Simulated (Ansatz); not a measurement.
# BN (F-43m) in Ansatz: settings compared, part 2 of 2

Ansatz 0.2.0. The steps go on from the part before.

### 3 Single point, PBE

input.yaml

```yaml
crystal:
  lattice:
    - [0.0, 1.813001, 1.813001]
    - [1.813001, 0.0, 1.813001]
    - [1.813001, 1.813001, 0.0]
  atoms:
    - { symbol: "N", position: [0.25, 0.25, 0.25] }
    - { symbol: B, position: [0.0, 0.0, 0.0] }
kpoints:
  mp_grid: { grid: [8, 8, 8] }
scf:
  occupations: { method: fermi_dirac, width: 0.03 }
hamiltonian:
  xc: pbe
  pseudopotentials: { kind: all_electron, lapw: { basis_error: 0.002 } }
output:
  forces: true
  stress: true
  eigenvalues: true
```

Potentials or basis: all-electron LAPW, scalar-relativistic.

Launch:

```
$ ansatz run input.yaml --threads 1 --pin off --max-ram 3072MiB --backend cpu --events-out ev --progress --plain --runs-dir out
```

Run time: 3.1 s. Hardware: 1 thread of Arm Neoverse V1, shared host; peak memory 0.2 GiB.

It converged, with:

| Quantity | Value |
| --- | --- |
| Free energy | -2168.6887 eV |
| Pressure | -0.4 GPa |
| Band gap on the k mesh | 4.46 eV, indirect (least direct gap 8.78 eV) |

Levels at points of the mesh, in eV from the valence-band top:
```
             k point  band 3  band 4  band 5  band 6  band 7  band 8  band 9  band 10
  (0.00, 0.00, 0.00)  -20.13    0.00    0.00    0.00    8.78    8.78    8.78    10.21
 (0.00, 0.00, -0.50)  -15.95  -10.61   -1.92   -1.92   10.03   10.66   10.66    15.17
(0.00, -0.50, -0.50)  -14.60   -8.86   -4.86   -4.86    4.46    9.18   17.79    17.79
```

### 4 Single point, PBE

input.yaml

```yaml
crystal:
  lattice:
    - [0.0, 1.813001, 1.813001]
    - [1.813001, 0.0, 1.813001]
    - [1.813001, 1.813001, 0.0]
  atoms:
    - { symbol: "N", position: [0.25, 0.25, 0.25] }
    - { symbol: B, position: [0.0, 0.0, 0.0] }
kpoints:
  mp_grid: { grid: [13, 13, 13] }
scf:
  occupations: { method: gaussian, width: 0.029 }
hamiltonian:
  xc: pbe
  pseudopotentials: { kind: all_electron, lapw: { basis_error: 0.001 } }
output:
  forces: true
  stress: true
  eigenvalues: true
```

Potentials or basis: all-electron LAPW, scalar-relativistic.

Launch:

```
$ ansatz run input.yaml --threads 1 --pin off --max-ram 3072MiB --backend cpu --events-out ev --progress --plain --runs-dir out
```

The program printed:

```text
Warning: RAYON_NUM_THREADS=1 ignored (pool sized by the plan → 1); use --threads N
LAPW: plane waves up to 10.817 Å⁻¹, error target 1.0e-3 eV per atom; small_component_spin mean_spin; B in spheres of 0.738 Å, 5 of its electrons in bands, Dirac shells []; N in spheres of 0.832 Å, 7 of its electrons in bands, Dirac shells [] (how accurate: hamiltonian.pseudopotentials.lapw.basis_error, Limitations)
Engine: ansatz 0.2.0, aarch64-unknown-linux-gnu
Pseudopotentials: kind: all_electron
Pseudopotential: N, LAPW, valence charge 7, lapw/all_electron/scalar/gaussian/N, Koelling and Harmon's equation, gaussian nucleus
Pseudopotential: B, LAPW, valence charge 5, lapw/all_electron/scalar/gaussian/B, Koelling and Harmon's equation, gaussian nucleus
Functional definition: PBE
  parameter kappa = 0.804
  parameter beta = 0.06672455060314922
  exchange = pbe_x(kappa = kappa, mu = beta*pi^2/3)
  correlation = pbe_c(beta = beta)
Crystal: 2 atoms, lattice volume = 11.919 Å³
Basis set: ecut = 445.82495110096903 eV, 259 PW (Γ), exchange–correlation at level 2
Bands: 10, of which v1, the nominal top of the filled ones, is band 6 counted from 1 (5 counted from 0)
Symmetry: 24 space group operations
Space group: F-43m (ITA 216), of the structure as read, at distance tolerance 2.3e-5 Å
k-points: 84 of 2197 (time reversal used)
Non-local potential: N, projectors of the file, none
Non-local potential: B, projectors of the file, none
Initial density: superposition of atomic densities (chi_scale 0.1, normalization cell, long waves kept (reshape's long-wave potential 0.00 eV rms))
Initial wavefunctions: plane waves of lowest kinetic energy (no species holds an atomic orbital)
Functional: x = pbe(κ = 0.804, μ = 0.2195149727645171), c = pbe(β = 0.06672455060314922)
iter 1 solved again at ethr=1.80e-2 eV; its pass at ethr=1.00e-1 eV (dr2=2.15e0 eV) is discarded
SCF iter   1: F=—  HF=-2169.610830 eV  |F-HF|=—  |Δ(HF+E_count)|=         —  Δρ=1.51e-1  dr2=2.15e0  ethr=1.80e-2  ⟨swp⟩=2.0  Hψ=6451  notcnv=0
preconditioner: auto → none  [insulator: Δε(μ)=6.082 eV  Ē_g=20.338 eV  σ=0.029 eV  W_gap=1.00  n_scr=0 (ndim 8)  ℏωp=30.4 eV  f_vac=0.000  D(μ)=0.00/eV (n_scr^D=0)  ε∞_Penn≈3.2]
iter 2 solved again at ethr=1.78e-3 eV; its pass at ethr=1.79e-2 eV (dr2=2.14e-1 eV) is discarded
SCF iter   2: F=—  HF=-2168.771945 eV  |F-HF|=—  |Δ(HF+E_count)|=   8.39e-1  Δρ=5.23e-2  dr2=2.15e-1  ethr=1.78e-3  ⟨swp⟩=2.0  Hψ=4467  notcnv=0
SCF iter   3: F=—  HF=-2168.695057 eV  |F-HF|=—  |Δ(HF+E_count)|=   7.69e-2  Δρ=2.40e-2  dr2=4.77e-2  ethr=1.78e-3  ⟨swp⟩=2.1  Hψ=2535  notcnv=0
SCF iter   4: F=—  HF=-2168.690283 eV  |F-HF|=—  |Δ(HF+E_count)|=         —  Δρ=8.27e-3  dr2=5.80e-3  ethr=3.98e-4  ⟨swp⟩=2.0  Hψ=2518  notcnv=0
the basis was enlarged: its passes take 45.4 KiB over the memory plan, 1 of 1 planned eigensolver slots
SCF iter   5: F=—  HF=-2168.689910 eV  |F-HF|=—  |Δ(HF+E_count)|=   3.73e-4  Δρ=1.35e-3  dr2=1.62e-4  ethr=4.83e-5  ⟨swp⟩=2.0  Hψ=2519  notcnv=0
SCF iter   6: F=—  HF=-2168.689915 eV  |F-HF|=—  |Δ(HF+E_count)|=   4.64e-6  Δρ=1.04e-4  dr2=1.04e-6  ethr=1.35e-6  ⟨swp⟩=2.0  Hψ=2184  notcnv=0
SCF iter   7: F=-2168.689915 eV  HF=-2168.689915 eV  |F-HF|=2.57e-10  |Δ(HF+E_count)|=   2.59e-7  Δρ=3.05e-6  dr2=8.40e-10  ethr=8.63e-9  ⟨swp⟩=2.6  Hψ=2251  notcnv=0
SCF 1 converged in 7 iterations: F = -2168.689915 eV  dr2 = 8.40e-10
SCF converged after 7 iterations
Free energy (F): -2168.689915 eV
Harris-Foulkes:  -2168.689915 eV  (|F-HF|=2.57e-10)
Internal energy: -2168.689915 eV  (E = F + TS)
E sigma→0 (E₀):  -2168.689915 eV
Fermi energy:    13.581310 eV
--- Per-component energies (eV) ---
  E_band       = -1022.477505
  E_kinetic    = 2161.346899
  E_xc         = -300.220882
  E_electrostatic = -4029.815932  (all electrons and nuclei)
  E_smearing   = -0.000000  (= −TS)
  E_closure    = 0.000000  (closes the sum)
  E_atoms      = -2151.229577  (free atoms, spherical and without spin; not in F)
  Σ components = -2168.689915   (vs F -2168.689915, Δ=0.00e0)
  Basis errors (estimates in eV, not in F): energy 5.4e-4 per atom: plane waves 5.2e-4 (3.2e-4 summed), levels above the bands 0.0e0, relativity 1.8e-8, radial functions 1.8e-5, core shells 0.0e0; eigenvalues (radial functions only) 5.6e-6; not estimated: angular momenta, meshes, grids; target (lapw.basis_error) 1.0e-3; muffin-tin radii B 0.738 Å, N 0.832 Å
--- Forces (eV/Å), atoms counted from 1 ---
  atom   1  N     -0.00000000     0.00000000    -0.00000000
  atom   2  B      0.00000000     0.00000000     0.00000000
  max |Σ_I F_I| component: 3.70e-17 eV/Å
--- Stress (GPa, compression-positive) ---
       -0.409291       0.000000       0.000000
        0.000000      -0.409291       0.000000
        0.000000       0.000000      -0.409291
  P = ⅓ Tr σ = -0.4093 GPa (-4.093 kbar)
--- Band table (eV; the first three rows and the last of 84) ---
  k-point 0: bands = ["-363.8800", "-161.3075", "-8.8094", "11.3156", "11.3156", "11.3156", "20.0995", "20.0995", "20.0995", "21.5212"]
  k-point 1: bands = ["-363.8800", "-161.3075", "-8.6665", "10.5338", "11.1619", "11.1619", "20.2722", "20.3329", "20.3329", "22.0113"]
  k-point 2: bands = ["-363.8800", "-161.3075", "-8.2424", "8.6831", "10.7772", "10.7772", "20.5422", "20.8967", "20.8967", "23.2085"]
  k-point 83: bands = ["-363.8800", "-161.3074", "-3.0683", "3.5393", "4.4301", "5.3264", "20.7501", "24.2483", "25.3416", "26.7517"]
```

Wall time 8.4 s (1 thread of Arm Neoverse V1, shared host); peak memory 0.25 GiB.

What came out:

```yaml
Free_energy: -2168.6899 eV
Pressure: -0.4 GPa
Band_gap_on_the_k_mesh: 4.53 eV, indirect (least direct gap 8.78 eV)
```

Levels at points of the mesh, in eV from the valence-band top:
| k point | band 4 | band 5 | band 6 | band 7 | band 8 | band 9 |
| --- | --- | --- | --- | --- | --- | --- |
| (0.00, 0.00, 0.00) | 0.00 | 0.00 | 0.00 | 8.78 | 8.78 | 8.78 |

Caveat: an odd mesh through Γ misses points on the zone boundary, where band edges often lie.

### 5 The runs side by side

| task | level | cell | k mesh | cutoff (eV) | smearing | basis error allowed | gap on the mesh (eV) | pressure (GPa) |
| --- | --- | --- | --- | --- | --- | --- | --- | --- |
| relaxation of cell and atoms | LDA | relaxed | 13 × 13 × 13 | - | fermi-dirac 0.05 eV | 0.001 eV/atom | 4.46 | 0.0 |
| single point | PBE | as given | 8 × 8 × 8 | 407 | fermi-dirac 0.03 eV | 0.002 eV/atom | 4.46 | -0.4 |
| single point | PBE | as given | 13 × 13 × 13 | 446 | gaussian 0.029 eV | 0.001 eV/atom | 4.53 | -0.4 |

Alike in all rows: potentials or basis all-electron LAPW, scalar-relativistic; no spin polarisation.

Caveats: an odd mesh through Γ misses points on the zone boundary, where band edges often lie (some runs).

Compare energies only between runs with the same functional and basis.

### 6 How close it comes

Step 3. A measured gap of BN is 6.4 eV (indirect; 300 K; a printed reference work, monograph); the calculated 4.46 eV misses it by -1.94 eV. The value is that of PBE on a finite k mesh, which can miss the band edges, without temperature or zero-point motion. Semilocal functionals fall short of measured gaps as a rule. The cell is a database's relaxed one, not the measured one, which moves gaps too.

Step 4. The gap isn't set beside the measured one, since this odd mesh misses points on the zone boundary.
